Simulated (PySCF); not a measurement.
Molecule: SMILES CCCS, C3H8S.

Atoms are numbered as in `[CH3:1][CH2:2][CH2:3][SH:4]` (H(Xn): hydrogen on atom n).

Geometry PBE0-D3(BJ)/def2-SVP throughout; GIAO in PySCF, gas phase, one conformer, non-relativistic; equivalent atoms averaged; basis pcSseg-2.

Question: How do the absolute shieldings σ depend on the functional? (ppm; last column core-seconds on shared hosts with different chips, so compare them loosely; the GGAs took longer than the global hybrids here, which isn't the general rule, and the cause wasn't traced)

Answer: 
```
functional                    kind     C2     C3     C1     S4  H(C3)  H(S4)  H(C2)  H(C1)  core-s
        HF            Hartree–Fock  159.2  161.7  174.9  593.7  29.66  30.08  30.27  30.71      19
       LDA                     LDA  142.4  144.5  165.3  536.3  28.39  29.09  29.16  29.84      43
       PBE                     GGA  141.2  143.3  162.9  541.5  28.83  29.71  29.58  30.22      56
      BLYP                     GGA  134.9  137.1  157.8  511.3  29.02  29.98  29.76  30.37      56
      BP86                     GGA  141.2  143.2  162.6  537.2  28.90  29.79  29.64  30.28      55
      OPBE                     GGA  148.9  150.0  167.9  577.9  28.85  29.74  29.61  30.27      56
       KT2                     GGA  144.0  147.2  166.0  566.5  28.82  29.70  29.58  30.21      55
       KT3                     GGA  143.3  145.7  164.3  563.5  29.00  29.96  29.75  30.38      54
     B97-D                     GGA  140.8  142.3  161.9  536.1  29.03  29.96  29.78  30.40      58
     B3LYP           global hybrid  141.3  143.4  162.3  531.9  29.12  29.94  29.82  30.41      38
      PBE0           global hybrid  148.4  150.3  167.8  564.4  29.00  29.72  29.71  30.31      42
  mPW1PW91           global hybrid  147.8  149.7  167.1  560.1  29.06  29.80  29.76  30.36      39
      WP04           global hybrid  135.3  135.1  154.3  500.2  29.43  30.45  30.10  30.68      26
     B97-2           global hybrid  147.5  149.2  166.7  561.7  29.10  29.88  29.81  30.41      24
 BHandHLYP           global hybrid  148.7  150.9  167.6  556.1  29.29  29.93  29.94  30.48      24
 CAM-B3LYP  range-separated hybrid  146.3  148.8  166.3  543.1  29.15  29.79  29.80  30.36      33
   wB97X-D  range-separated hybrid  149.1  151.5  168.0  559.0  29.20  29.83  29.85  30.42      31
   LC-wPBE  range-separated hybrid  155.8  158.2  172.7  575.9  29.25  29.74  29.85  30.41      39
```

Question: Which nucleus moves most, in ppm?

Answer: S4 (thiol sulfur): from 500.2 ppm with WP04 to 593.7 ppm with HF. The smallest spread is 0.87 ppm, at H(C1). Proton shifts span only some 12 ppm, so a few tenths of a ppm matter as much there as several ppm in carbon.
